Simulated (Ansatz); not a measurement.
## Trial structures of SiGe3: starts and ends

Method: DFT PBE, scalar-relativistic, plane waves, PAW (Ansatz 0.2.0). Settings: cutoff 420 eV, Γ-centred meshes spaced at most about 0.3 Å⁻¹, and about 0.25 Å⁻¹ or finer for metals (2π included), Gaussian smearing. No spin polarisation in the final relaxations.

Each guess was relaxed in cell and atoms at zero pressure, within the symmetry of its start. All energies are static (0 K, no zero-point motion). Coordination counts Ge atoms around Si (those within 1.25 times the shortest such distance or 1.15 times the sum of covalent radii, 1.27 where that leaves under three; a plus sign parts nearer from farther groups; the shortest distance is added where it exceeds 1.18 times the sum of covalent radii). For orderings, «n of Z unlike» gives the unlike atoms among the Z nearest shared sites at the start, averaged over those sites.

```
guess                                made from  start group  V start (Å³/atom)               end group  V end (Å³/atom)  coordination at the end  gap on mesh (eV)  E over the lowest end (meV/atom)
    1     Si/Ge on hcp sites, 3.0 of 12 unlike        P-6m2               18.3                   P-6m2             18.2          Si 6 from 2.8 Å                 0                               400
    2  Si/Ge on diamond sites, 2.0 of 4 unlike        P-4m2               18.3                   P-4m2             22.9                     Si 4              0.16                                 0
    3            Si/Ge ordered on a cell of Si       P6/mmm               18.3                       ?                ?                        ?                 ?                                 ?
    4     Si/Ge on fcc sites, 6.0 of 12 unlike       I4/mmm               18.3  I4/mmm (TiAl3 (D0_22))             18.5        Si 4+8 from 2.8 Å                 0                               418
```

Guess 3 as it starts:

```xyz
4
Lattice="2.8213 0.0000 0.0000 -1.4106 2.4433 0.0000 0.0000 0.0000 10.5973" Properties=species:S:1:pos:R:3 pbc="T T T"
Si    0.0000    0.0000    5.2987
Ge    0.0000    0.0000    7.9480
Ge    0.0000    0.0000    0.0000
Ge    0.0000    0.0000    2.6493
```

Problem. Predict the end of this guess and its energy over the lowest end.

Solution. It ends in space group P6/mmm (No. 191), with a = 2.829 Å, c = 10.556 Å, 18.3 Å³/atom and no gap. It lies 281 meV/atom over the lowest end, above guess 2 and below guess 1. Counting Ge atoms around Si, this end has Si 2 and the lowest (guess 2) has Si 4.

```yaml
crystal:
  lattice:
    - [2.82854, 0.00000, 0.00000]
    - [-1.41427, 2.44959, 0.00000]
    - [0.00000, 0.00000, 10.55596]
  atoms:
    - { symbol: Si, position: [0.00000, 0.00000, 0.50000] }
    - { symbol: Ge, position: [0.00000, 0.00000, 0.74353] }
    - { symbol: Ge, position: [0.00000, 0.00000, 0.00000] }
    - { symbol: Ge, position: [0.00000, 0.00000, 0.25647] }
```

Formation energies are uncorrected and refer to the elements' standard structures at the same level.

Problem. Is the lowest end bound against the elements?

Solution. Too close to call: its formation energy is +0.014 eV/atom. The formation energy is too near zero to say whether this cell lies below the elements.

Kohn–Sham gaps at this level usually fall short of measured ones. With atoms moved at random, P-4m2 came back. Other cells relaxed within their symmetry can be saddle points. A lower structure may well exist outside this small set. Some types were kept out of the candidates beforehand, so the set may lack a known form.

The clear divide is between the tetrahedral network and the three denser, gapless ends. With four valence electrons per atom, Si and Ge fill the sp³ bonding states of a diamond-type lattice, leaving the antibonding states empty; denser packing gives up these directional bonds for more numerous, weaker contacts. The Si 2 of the P6/mmm end is not low coordination, since it leaves out the six Si neighbours within each Si layer. This simple hexagonal packing probably keeps some directional bonding, which would explain why it lies below the hcp- and fcc-derived ends at nearly the same volume. Its smaller volume than the diamond-type cell also fits the appearance of such packing in elemental Si and Ge under pressure.

The near-zero formation energy is chemically reasonable: Si and Ge are isovalent and close in electronegativity, so unlike bonds gain little to offset the modest size mismatch. It fits the known solid solution, where configurational entropy favours mixing. With only one diamond-type arrangement computed, the energies rank lattice types and reveal no preferred chemical order.
